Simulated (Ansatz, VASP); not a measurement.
**AlN in VASP and in Ansatz**

```
Al N
1.0
     3.16583    0.00000    0.00000
    -1.58292    2.74169    0.00000
     0.00000    0.00000    5.06717
Al N
2 2
Direct
  0.31478 0.66667 0.00152
  0.68522 0.33333 0.50152
  0.34989 0.66667 0.38348
  0.65011 0.33333 0.88348
```

Change from the starting cell: mode 4 frozen in at -0.057 Å, equal normal strain along x, y and z +0.0250.

Alike in both runs: task single point; functional LDA; k mesh 9 × 9 × 6; occupations gaussian, width 0.05 eV; no spin polarisation.

|  | VASP | Ansatz |
| --- | --- | --- |
| version | VASP 6.6.1 | Ansatz 0.2.0 |
| potentials or method | VASP PAW LDA potentials, release 64 (Al, N) | scalar-relativistic, plane waves, PAW |
| plane-wave cutoff (eV) | 520 | 520 |
| valence electrons in the cell | 16 | 16 |

VASP gave:

- gap on the k mesh at the Fermi level (eV): 3.74
- least direct gap on the mesh (eV): 3.74
- pressure (GPa): -13.2
- largest component of the traceless stress (GPa): 0.73
- rms of the force components (eV/Å): 0.151

Task: Estimate Ansatz's values.

Result: gap on the k mesh at the Fermi level (eV): 3.73; least direct gap on the mesh (eV): 3.73; pressure (GPa): -13.6; largest component of the traceless stress (GPa): 0.75; rms of the force components (eV/Å): 0.151.

Atom by atom the forces differ by 0.001 eV/Å (rms over components). Ansatz warned: «pseudo_functional_mismatch».

Caveats: an odd mesh through Γ misses points on the zone boundary, where band edges often lie.
